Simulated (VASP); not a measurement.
HfO2, 12 atoms in the cell. It takes space group Pnma (No. 62, orthorhombic). The conventional cell has a = 5.556 Å, b = 3.334 Å, c = 6.505 Å, α = 90.00°, β = 90.00°, γ = 90.00°. Hf (site symmetry m) is surrounded by 7 O at 2.14 to 2.27 Å. O (site symmetry m) has 4 Hf at 2.14 to 2.17 Å as nearest neighbours. O (site symmetry m) has 3 Hf at 2.16 to 2.27 Å as nearest neighbours. Measurements of this composition are mostly on another form, of space group No. 14.

- Program: VASP 6.6.1
- Task: relaxation of cell and atoms
- Functional: PBE
- Potentials or basis: VASP PAW PBE potentials, release 64 (Hf_pv, O)
- Cutoff: 600 eV
- k mesh: 4 × 6 × 3
- Occupations: fermi-dirac, width 0.05 eV
- Spin: no spin polarisation
- Hubbard terms: Hf d U = 3 eV
- Further INCAR settings: ALGO = Normal; EDIFF = 1e-06; IBRION = 2; EDIFFG = -0.02; NSW = 40; ISIF = 3

Potentials or basis: VASP PAW PBE potentials, release 64 (Hf_pv, O).

The run is started by

```console
$ cat potpaw_PBE.64/Hf_pv/POTCAR potpaw_PBE.64/O/POTCAR > POTCAR
$ mpirun -np 1 vasp_std > vasp.out
```

Hardware: 1 thread of Intel(R) Xeon(R) Platinum 8488C (Sapphire Rapids), on a shared host.

Task: How long does it take, and how much memory?

Result: It took 16 min on 1 thread of Intel(R) Xeon(R) Platinum 8488C (Sapphire Rapids) (shared host), peak memory 0.35 GiB. Counts: scf iterations 87, k points 24, ion steps 11.
